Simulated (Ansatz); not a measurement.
Re:

```
Re
1.0
     2.76080    0.00000    0.00000
    -1.38040    2.39092    0.00000
     0.00000    0.00000    4.45820
Re
2
Direct
  0.66667 0.33333 0.75000
  0.33333 0.66667 0.25000
```

Base run:

```yaml
Program: Ansatz 0.2.0
Functional: PBEsol
Potentials_or_basis: all-electron LAPW, scalar-relativistic
Cutoff: 281 eV (chosen from the basis error)
Basis_error_allowed: 0.001 eV/atom
k_mesh: 8 × 8 × 4
Occupations: fermi-dirac, width 0.05 eV
Spin: no spin polarisation
```

Its results: pressure -3.5 GPa.

Problem. The run is repeated on the same cell with these changes: potentials or basis from all-electron LAPW, scalar-relativistic to all-electron LAPW, relativistic spinors; spin from no spin polarisation to spin-orbit coupling, no magnetisation. What comes out?

Solution. Pressure -2.9 GPa.

Caveats: the k mesh is thin for a metal, which can move the energy by tens of meV per atom.
